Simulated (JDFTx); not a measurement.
Runs of JDFTx 1.7.0 (patched build) on InP. Symmetry: F-43m, No. 216, cubic system. The conventional cell has a = 5.861 Å, b = 5.861 Å, c = 5.861 Å, α = 90.00°, β = 90.00°, γ = 90.00°. In (site symmetry -43m) has 4 P at 2.54 Å as nearest neighbours. Around P (site symmetry -43m) lie 4 In at 2.54 Å. 

```csv
task,level,potentials or basis,smearing,max SCF steps,SCF threshold on the energy,solver of the electrons,further solve for the empty bands,band ratio of the Davidson solver,gap on the mesh (eV),pressure (GPa)
single point,PBEsol,PseudoDojo-SR-PBEsol-0.4.1-standard with smoothed tails,fermi-dirac 0.05 eV,100,1e-09 Ha,scf,yes,-,0.61,0.7
single point,BLYP,PseudoDojo-SR-PBE-0.5-standard with smoothed tails,fermi-dirac 0.05 eV,100,1e-09 Ha,scf,yes,-,0.63,6.9
single point,LDA,PseudoDojo-SR-LDA-0.4.1-standard with smoothed tails,fermi-dirac 0.05 eV,100,1e-09 Ha,scf,yes,-,(a),-1.3
single point,PBEsol,PseudoDojo-SR-PBEsol-0.4.1-standard with smoothed tails,gaussian 0.05 eV,100,1e-09 Ha,scf,yes,-,0.61,0.7
```

Alike in all rows: no spin polarisation; cell as given; k mesh 8 × 8 × 8; cutoff (eV) 952.

**Question.** Estimate the missing entries.

**Answer.** (a) 0.49.

Caveats: the empty levels aren't tightly converged; spin-orbit coupling is left out, which moves the levels of the heavy elements; the potentials were made for another functional, which shifts forces and pressure (some runs).

A k mesh can miss the band edges, and the runs leave out spin-orbit coupling on In.

Runs at the PBE level aren't shown here.
